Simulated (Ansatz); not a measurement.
**What a change of settings does to a run on BaS**

The structure comes from a relaxation in the same program, started in the zincblende type, and has space group F-43m. Whether it is a known phase or the ground state wasn't checked.

First run: DFT, PBE, all-electron PAW with datasets made for the crystal, scalar-relativistic (Ansatz 0.2.0).

Command: `ansatz run input.yaml --threads 1 --pin off --max-ram 2048MiB --backend cpu --events-out ev --progress --plain --runs-dir out` The run took 5.5 s on 1 thread of AMD EPYC 9R45 (Zen 5), on a shared host, peak memory 0.52 GiB.

```yaml
crystal:
  lattice:
    - [0.0, 3.5161364223, 3.5161364223]
    - [3.5161364223, 0.0, 3.5161364223]
    - [3.5161364223, 3.5161364223, 0.0]
  atoms:
    - { symbol: Ba, position: [0.0, 0.0, 0.0] }
    - { symbol: S, position: [0.25, 0.25, 0.25] }
kpoints:
  mp_grid: { grid: [9, 9, 9] }
  band_path:
    path:
      - [0.0, 0.0, 0.0]
      - [-0.5, -0.5, 0.0]
      - [-0.375, -0.375, 0.25]
      - [-0.375, 0.0, 0.375]
      - [0.0, 0.0, 0.0]
      - [0.0, 0.0, 0.5]
      - [-0.5, -0.25, 0.25]
      - [-0.5, -0.5, 0.0]
    npoints: 8
scf:
  occupations: { method: fermi_dirac, width: 0.08 }
hamiltonian:
  xc: pbe
  pseudopotentials: { kind: all_electron, datasets: crystal }
output:
  forces: true
  stress: true
  eigenvalues: true
  efg: { contact_densities: true }
```

Result: converged; pressure 0.04 GPa; gap on the k mesh 2.78 eV (the mesh can miss the band edges); 8 SCF iterations.

No spin–orbit coupling, which matters for the heavy atoms here.

The input is then changed:

```diff
@@ -8,5 +8,5 @@
     - { symbol: S, position: [0.25, 0.25, 0.25] }
 kpoints:
-  mp_grid: { grid: [9, 9, 9] }
+  mp_grid: { grid: [14, 14, 14] }
   band_path:
     path:
@@ -22,4 +22,6 @@
 scf:
   occupations: { method: fermi_dirac, width: 0.08 }
+  algorithm: direct_min
+  mixing: { preconditioner: kerker }
 hamiltonian:
   xc: pbe
```

What does the second run give?

It was refused before any iteration. The program says:
```
Error: hamiltonian.pseudopotentials.datasets: crystal, beside a feature not held to (scf.algorithm: direct_min / scf.convergence.dm_fallback; scf.algorithm: direct_min) — the datasets of this kind: all_electron run are made for its crystal, and no such run has been held to what stands beside, or a reason given rules it out; change each as told or leave it out, or set another kind (and leave the keys of all_electron out)
```
